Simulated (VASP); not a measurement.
## MoS2 (CdCl2 (3R octahedral) bulk): gaps by functional in VASP

```
Mo S
1.0
     1.59653    0.92176    6.07723
    -1.59653    0.92176    6.07723
     0.00000   -1.84351    6.07723
Mo S
1 2
Cartesian
  0.0000 0.0000 0.0000
  0.0000 0.0000 4.5110
  0.0000 0.0000 13.7207
```

All runs share this cell. Band v is the last that the valence electrons fill when counted band by band, and c is the next. A negative gap between them is a band overlap, as in a metal.

```csv
level,gap (eV),least direct gap (eV),pressure (GPa)
PBE,-0.71,0.00,2.1
LDA,-0.65,0.00,-5.4
PBEsol,-0.67,0.00,-2.8
```
